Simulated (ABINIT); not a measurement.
Crystal: PtSe2 (Sudovikovite).

```
Pt Se
1.0
     3.72400    0.00000    0.00000
    -1.86200    3.22508    0.00000
     0.00000    0.00000    5.06200
Pt Se
1 2
Direct
  0.00000 0.00000 0.00000
  0.66667 0.33333 0.75000
  0.33333 0.66667 0.25000
```

* Program: ABINIT 10.8.3 (patched build)
* Task: relaxation of cell and atoms
* Functional: PBEsol
* Potentials or basis: JTH PAW PBE v2.0
* Cutoff: 435 eV
* k mesh: 8 × 8 × 5
* Occupations: fermi-dirac, width 0.05 eV
* Spin: no spin polarisation

At the start: pressure 2.9 GPa; volume 20.27 Å³/atom.

Problem. Where does the relaxation end?

Solution. Over 10 steps the energy falls by 11.2 meV/atom and the volume is 19.78 Å³/atom (-2.4 %); space group P-3m1 (No. 164, to 0.05 Å).

The path:
```
step  energy change (eV)  largest force (eV/Å)  pressure (GPa)  volume (Å³)
   1              0.0000                0.4540            2.89        60.80
   2             -0.0112                0.2885            1.30        61.33
   3             -0.0174                0.0883           -0.28        61.69
   4             -0.0190                0.0264           -0.55        61.57
   5             -0.0218                0.0702           -0.66        61.01
   6             -0.0248                0.1114           -0.54        60.44
   7             -0.0309                0.1602           -0.47        59.34
   8             -0.0333                0.0385           -0.03        59.32
   9             -0.0335                0.0020            0.06        59.32
  10             -0.0335                0.0001           -0.01        59.35
```

Final structure:
```xyz
3
Lattice="3.7643 0.0000 0.0000 -1.8822 3.2600 0.0000 0.0000 0.0000 4.8368" Properties=species:S:1:pos:R:3 pbc="T T T"
Pt    0.0000    0.0000    0.0000
Se    1.8822    1.0867    3.5601
Se    0.0000    2.1733    1.2766
```

Caveat: the PAW data sets were made with another functional, which shifts forces and pressure a little; the atomic spheres overlap.
